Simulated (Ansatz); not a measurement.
# BaTiO3 (P1) in Ansatz: band structure with PBEsol

Aim: the band structure of BaTiO3 with PBEsol.

All numbers are computed with Ansatz 0.2.0; they aren't measurements. Logs are shortened: lines on timing, memory, paths and dates and some standing lists are left out, and cuts for length are marked.

### Step 1. The crystal as given

The typed cell holds 10 atoms: a = 3.964 Å, b = 5.669 Å, c = 5.729 Å, α = 93.55°, β = 92.29°, γ = 91.36°.

### Step 2. Band structure, PBEsol

Input file input.yaml:

```yaml
crystal:
  lattice:
    - [-0.09159188, 0.02278148, -3.96239693]
    - [3.88088382, 4.13177996, 0.06849871]
    - [3.92317125, -4.17406739, 0.11385529]
  atoms:
    - { symbol: Ba, position: [0.9974869, 0.00014772, 0.00042717] }
    - { symbol: Ba, position: [0.99982027, 0.4987526, 0.50108677] }
    - { symbol: Ti, position: [0.5007474, 0.49905912, 0.99785408] }
    - { symbol: Ti, position: [0.50365646, 0.99876813, 0.49738197] }
    - { symbol: O, position: [0.99895966, 0.49877997, 0.99824097] }
    - { symbol: O, position: [0.00194463, 0.99975533, 0.50211677] }
    - { symbol: O, position: [0.49413247, 0.25152792, 0.25251016] }
    - { symbol: O, position: [0.49937016, 0.75231443, 0.7482599] }
    - { symbol: O, position: [0.50325957, 0.25086477, 0.74968771] }
    - { symbol: O, position: [0.50062248, 0.75003001, 0.25243449] }
hamiltonian:
  xc: pbesol
  pseudopotentials: { kind: paw }
kpoints:
  mp_grid: { grid: [7, 5, 5] }
  band_path:
    path:
      - [[0.5, 0.0, 0.0], [0.0, 0.0, 0.0], [0.0, -0.5, 0.0]]
      - [[0.5, -0.5, 0.0], [0.0, 0.0, 0.0], [0.0, 0.5, -0.5]]
      - [[0.5, 0.5, -0.5], [0.0, 0.0, 0.0], [0.0, 0.0, -0.5]]
      - [[0.5, 0.0, -0.5], [0.0, 0.0, 0.0]]
    npoints: 10
scf:
  occupations: { method: fermi_dirac, width: 0.05 }
  n_extra_bands: 25
output:
  forces: true
  stress: true
  eigenvalues: true
  fatbands: false
```

Potentials or basis: Ansatz PAW.

Run with:

```
$ ansatz run input.yaml --threads 4 --pin off --max-ram 11264MiB --backend cpu --events-out ev --progress --plain --runs-dir out
```

Log:

```text
Warning: RAYON_NUM_THREADS=4 ignored (pool sized by the plan → 4); use --threads N
scf.n_extra_bands = 25 over 40 filled bands (N_el = 80.0): the run solves 65 bands
Engine: ansatz 0.2.0, aarch64-unknown-linux-gnu
Pseudopotentials: kind: paw
Pseudopotential: Ba, paw, valence charge 10, recommended cutoff 420 eV (normal), Ba.paw.azcp
Pseudopotential: Ti, paw, valence charge 12, recommended cutoff 420 eV (normal), Ti.paw.azcp
Pseudopotential: O, paw, valence charge 6, recommended cutoff 420 eV (normal), O.paw.azcp
Functional definition: PBEsol
  exchange = pbesol_x
  correlation = pbesol_c
Crystal: 10 atoms, lattice volume = 128.343 Å³
Basis set: ecut = 420 eV, 2511 PW (Γ), exchange–correlation on 54×80×80 points (8 copies of the dense FFT grid, shifted against one another)
Bands: 65, of which v1, the nominal top of the filled ones, is band 40 counted from 1 (39 counted from 0)
Symmetry: 1 space group operations
Space group: P1 (ITA 1), of the structure as read, at distance tolerance 5.0e-5 Å
k-points: 88 of 175 (time reversal used)
Non-local potential: Ba, projectors of the file, l = 0: 3, l = 1: 2, l = 2: 2, l = 3: 2
Non-local potential: Ti, projectors of the file, l = 0: 3, l = 1: 2, l = 2: 3, l = 3: 1
Non-local potential: O, projectors of the file, l = 0: 2, l = 1: 2, l = 2: 1
PAW form: soft (Blöchl's): semilocal exchange-correlation on the pseudo side does not see the compensation charge
PAW frozen core: Ba, regenerated for the run's functional, and the local potential with it (the file was generated under x = pbe(κ = 0.804, μ = 0.2195149727645171), c = pbe(β = 0.06672455060314922))
PAW frozen core: Ti, regenerated for the run's functional, and the local potential with it (the file was generated under x = pbe(κ = 0.804, μ = 0.2195149727645171), c = pbe(β = 0.06672455060314922))
PAW frozen core: O, regenerated for the run's functional, and the local potential with it (the file was generated under x = pbe(κ = 0.804, μ = 0.2195149727645171), c = pbe(β = 0.06672455060314922))
PAW one-centre angular grid: Ba, 194 points (default); XC on 64 Gauss nodes
PAW one-centre angular grid: Ti, 590 points (default); XC on 64 Gauss nodes
PAW one-centre angular grid: O, 110 points (default); XC on 64 Gauss nodes
Initial density: superposition of atomic densities (neutral atoms: chi_scale 0, normalization atom), corrected by the library's trained network
Initial wavefunctions: pseudopotential atomic-orbital guess
Functional: x = pbesol(κ = 0.804, μ = 0.12345679012345678), c = pbesol(β = 0.046)
SCF iter   1: F=—  HF=-20054.671311 eV  |F-HF|=—  |Δ(HF+E_count)|=         —  Δρ=1.68e-2  dr2=3.14e-1  ethr=1.77e-3  ⟨swp⟩=6.0  Hψ=25941  notcnv=0  defer=696
preconditioner: auto → Resta (q_TF=auto, 2.522 Å⁻¹)  ε∞=4.2  [insulator: Δε(μ)=1.394 eV  Ē_g=14.680 eV  σ=0.050 eV  W_gap=1.00  n_scr=34 (ndim 8)  ℏωp=26.2 eV  f_vac=0.000  D(μ)=0.00/eV (n_scr^D=0)  ε∞_Penn≈4.2]
SCF iter   2: F=—  HF=-20054.611344 eV  |F-HF|=—  |Δ(HF+E_count)|=   6.00e-2  Δρ=6.08e-3  dr2=5.13e-2  ethr=3.93e-4  ⟨swp⟩=3.0  Hψ=9069  notcnv=0  defer=1542
SCF iter   3: F=—  HF=-20054.602985 eV  |F-HF|=—  |Δ(HF+E_count)|=   8.36e-3  Δρ=1.27e-3  dr2=2.32e-3  ethr=6.41e-5  ⟨swp⟩=2.0  Hψ=5902  notcnv=0  defer=1544
SCF iter   4: F=—  HF=-20054.602706 eV  |F-HF|=—  |Δ(HF+E_count)|=   2.79e-4  Δρ=1.04e-4  dr2=8.82e-6  ethr=2.90e-6  ⟨swp⟩=2.0  Hψ=6775  notcnv=0  defer=1544
SCF iter   5: F=—  HF=-20054.602333 eV  |F-HF|=—  |Δ(HF+E_count)|=   3.73e-4  Δρ=2.32e-5  dr2=5.64e-7  ethr=1.10e-8  ⟨swp⟩=2.0  Hψ=7698  notcnv=0  defer=1544
SCF iter   6: F=-20054.602333 eV  HF=-20054.602333 eV  |F-HF|=6.70e-9  |Δ(HF+E_count)|=   4.32e-7  Δρ=6.20e-6  dr2=5.72e-8  ethr=1.25e-10  ⟨swp⟩=19.4  Hψ=39395  notcnv=0
SCF 1 converged in 6 iterations: F = -20054.602333 eV  dr2 = 5.72e-8
NSCF: frozen V_eff on 74 k-points
SCF converged after 6 iterations
Free energy (F): -20054.602333 eV
Harris-Foulkes:  -20054.602333 eV  (|F-HF|=6.70e-9)
Internal energy: -20054.602333 eV  (E = F + TS)
E sigma→0 (E₀):  -20054.602333 eV
Entropy (-TS):   -0.000000 eV (-0.000 meV/atom)
Fermi energy:    11.063880 eV
--- Per-component energies (eV) ---
  E_band       = -288.982054
  E_kinetic    = 1933.433561
  E_local      = -4190.934922  (includes V_loc(G=0)·N_el)
  E_nonlocal   = 413.705766
  E_hartree    = 1629.374388
  E_xc         = -971.932058
  E_vxc        = -1085.435898  (∫ρ·V_xc dr)
  E_paw        = -13233.080927  (= ΣΔE_a)
  E_vpaw       = -618.526071  (= ΣTr[D̂ρ^β])
  E_aug_tail   = 0.014933  (compensation charges beyond the density's cutoff)
  E_ewald      = -5635.976436
  E_core_change = 0.793362  (= ΣΔE_core)
  E_smearing   = -0.000000  (= −TS)
  E_closure    = -0.000000  (closes the sum)
  Σ components = -20054.602333   (vs F -20054.602333, Δ=0.00e0)
--- Forces (eV/Å), atoms counted from 1 ---
  atom   1  Ba    -0.04938559     0.03542319    -0.06770814
  atom   2  Ba    -0.00442490     0.06604924    -0.02410541
  atom   3  Ti    -0.07026699    -0.00412183     0.00490079
  atom   4  Ti     0.06909306    -0.09592886     0.04204126
  atom   5  O      0.10837909     0.01291377    -0.01065975
  atom   6  O     -0.02497008     0.08639063     0.13919569
  atom   7  O     -0.12109477     0.06078804    -0.14588247
  atom   8  O      0.04191789    -0.24894219    -0.00743847
  atom   9  O      0.21850755    -0.03731073     0.07310714
  atom  10  O     -0.16776235     0.12473926    -0.00345190
  max |Σ_I F_I| component: 7.09e-6 eV/Å
--- Stress (GPa, compression-positive) ---
        1.497560       1.192345      -5.692905
        1.192345      -9.813555       1.275647
       -5.692905       1.275647      -1.825499
  P = ⅓ Tr σ = -3.3805 GPa (-33.805 kbar)
--- Band table (eV; the first three rows and the last of 88) ---
  k-point 0: bands = ["-46.1666", "-46.0819", "-22.5671", "-22.5084", "-22.4982", "-22.4688", "-22.4233", "-22.4140", "-14.4412", "-14.2332", "-6.6969", "-6.3312", "-6.0336", "-5.9121", "-5.8227", "-5.7643", "0.2375", "0.3414", "0.3578", "0.3854", "0.5138", "0.8176", "5.7115", "6.1420", "6.5191", "7.3620", "7.6745", "7.7226", "7.8266", "8.0054", "8.4513", "8.9145", "8.9855", "9.1914", "9.2342", "9.2538", "9.9069", "10.0035", "10.0194", "10.2246", "11.8012", "11.9435", "11.9965", "13.4053", "13.9169", "13.9174", "14.1238", "14.3597", "14.9358", "15.0762", "15.4987", "17.3979", "17.6672", "18.0906", "18.3315", "18.6502", "18.7841", "19.0106", "19.9363", "20.2269", "20.2944", "20.4712", "20.6738", "21.0898", "21.2816"]
  k-point 1: bands = ["-46.1666", "-46.0819", "-22.5632", "-22.5078", "-22.4974", "-22.4734", "-22.4242", "-22.4144", "-14.4194", "-14.2489", "-6.6913", "-6.4342", "-6.0306", "-5.9048", "-5.7928", "-5.7588", "0.2804", "0.3681", "0.3896", "0.4557", "0.5538", "0.7687", "5.9015", "6.3518", "6.6567", "7.4159", "7.5129", "7.7392", "7.7549", "7.8664", "8.5944", "8.6167", "8.8441", "8.9831", "9.1104", "9.2060", "9.5140", "9.8409", "9.9254", "10.0042", "12.0349", "12.2156", "12.2948", "13.2843", "13.7645", "13.9600", "14.2019", "14.6596", "15.0326", "15.2963", "15.8494", "17.4185", "17.8235", "17.9465", "18.2968", "18.7328", "18.9461", "19.1294", "19.5297", "19.7284", "20.2963", "20.5686", "20.7388", "20.8443", "21.3072"]
  k-point 2: bands = ["-46.1666", "-46.0819", "-22.5559", "-22.5067", "-22.4954", "-22.4828", "-22.4256", "-22.4150", "-14.3676", "-14.2907", "-6.6689", "-6.5828", "-6.0012", "-5.9372", "-5.7633", "-5.7426", "0.3155", "0.3746", "0.5057", "0.5996", "0.6423", "0.6557", "6.3534", "6.8979", "6.9339", "7.1080", "7.4178", "7.5456", "7.6823", "7.9300", "8.0058", "8.4188", "8.6623", "8.8468", "8.9885", "9.0706", "9.1541", "9.5083", "9.7074", "9.7584", "12.4717", "12.7679", "12.9144", "12.9509", "13.3490", "13.5185", "14.5871", "14.8871", "15.5424", "16.1869", "16.6072", "16.7687", "17.1729", "18.0867", "18.4936", "18.6580", "18.9447", "19.3143", "19.4252", "19.6702", "19.8745", "20.5168", "20.9760", "21.0702", "21.2364"]
  k-point 87: bands = ["-46.1657", "-46.0810", "-22.5688", "-22.5415", "-22.4998", "-22.4885", "-22.4646", "-22.4180", "-14.2846", "-14.1884", "-6.6162", "-6.0264", "-5.8233", "-5.8055", "-5.7200", "-5.6914", "-0.1696", "0.0006", "0.0631", "0.4123", "0.5118", "0.5953", "5.9139", "6.0799", "6.5178", "6.7194", "6.8433", "7.1746", "7.2287", "7.4538", "7.4950", "7.7935", "7.9056", "8.8028", "9.0284", "9.1781", "9.6201", "9.6351", "9.7632", "10.0523", "12.7706", "13.6800", "13.8080", "13.9675", "14.1469", "14.1822", "14.4298", "16.8881", "16.9354", "17.3507", "17.6457", "17.6708", "17.8427", "18.0667", "18.2163", "18.9190", "19.2400", "19.3226", "19.5699", "20.2078", "20.3366", "20.7891", "20.8311", "21.0638", "21.1230"]
```

It took 41 s on 4 threads of Arm Neoverse V1, shared host; peak memory 0.87 GiB.

What came out:

```
Free energy             : -20054.6023 eV
Pressure                : -3.4 GPa
Largest force           : 0.253 eV/Å
Band gap on the k mesh  : 1.58 eV
Band gap along the path : 1.53 eV
```

Forces on the atoms (eV/Å):
```
Ba  -0.049  0.035 -0.068
Ba  -0.004  0.066 -0.024
Ti  -0.070 -0.004  0.005
Ti   0.069 -0.096  0.042
O    0.108  0.013 -0.011
O   -0.025  0.086  0.139
O   -0.121  0.061 -0.146
O    0.042 -0.249 -0.007
O    0.219 -0.037  0.073
O   -0.168  0.125 -0.003
```

Levels at the corners of the path, in eV from the valence-band top:
```tsv
point	band 36	band 37	band 38	band 39	band 40	band 41	band 42	band 43	band 44	band 45
X	-0.88	-0.76	-0.17	-0.12	0.00	1.78	3.48	3.50	3.78	3.98
Γ	-1.02	-0.37	-0.27	-0.26	-0.05	1.53	1.67	1.72	3.13	3.64
Y	-1.20	-1.00	-0.95	-0.64	-0.63	2.38	2.49	2.75	2.84	2.90
L	-1.03	-0.73	-0.67	-0.60	-0.55	3.10	3.21	3.61	3.69	3.71
Γ	-1.02	-0.37	-0.27	-0.26	-0.05	1.53	1.67	1.72	3.13	3.64
Z	-1.43	-0.97	-0.89	-0.77	-0.53	1.76	1.81	3.07	3.14	3.61
N	-1.17	-0.76	-0.56	-0.29	-0.04	3.13	3.48	3.50	3.66	3.75
Γ	-1.02	-0.37	-0.27	-0.26	-0.05	1.53	1.67	1.72	3.13	3.64
M	-1.18	-1.05	-0.96	-0.59	-0.56	2.39	2.50	2.75	2.84	2.91
R	-0.96	-0.72	-0.66	-0.61	-0.55	3.10	3.20	3.60	3.69	3.71
Γ	-1.02	-0.37	-0.27	-0.26	-0.05	1.53	1.67	1.72	3.13	3.64
```

Caveat: the k mesh misses the band edges, so the gap on the mesh is wider than the one along the path; the pressure holds a Pulay correction of +0.6 GPa for the finite cutoff; spin-orbit coupling is left out, which moves the levels of the heavy elements; the PAW data sets come from PBE, with cores solved anew for the run's functional, which leaves a small shift of forces and pressure.
